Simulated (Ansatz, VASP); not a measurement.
## Zn in VASP and in Ansatz

```xyz
2
Lattice="2.6329 0.0000 0.0000 -1.3164 2.2801 0.0000 0.0000 0.0000 5.1094" Properties=species:S:1:pos:R:3 pbc="T T T"
Zn    0.0000    1.5201    1.2773
Zn    1.3164    0.7600    3.8320
```

Alike in both runs: functional PBE; k mesh 18 × 18 × 8; occupations gaussian, width 0.1 eV; no spin polarisation.

Ansatz relaxed the structure, and its values are those at the end. VASP's run is a single point on that final structure, the one shown.

```csv
,VASP,Ansatz
version,VASP 6.6.1,Ansatz 0.2.0
potentials or method,"VASP PAW PBE potentials, release 64 (Zn)","scalar-relativistic, plane waves, PAW"
plane-wave cutoff (eV),520,600
valence electrons in the cell,24,24
```

|  | VASP | Ansatz | Ansatz less VASP |
| --- | --- | --- | --- |
| gap on the k mesh at the Fermi level (eV) | none | none | - |
| pressure (GPa) | 0.4 | 0.0 | -0.36 |

A gap of «none» marks a metal or a gap that the smearing closes.
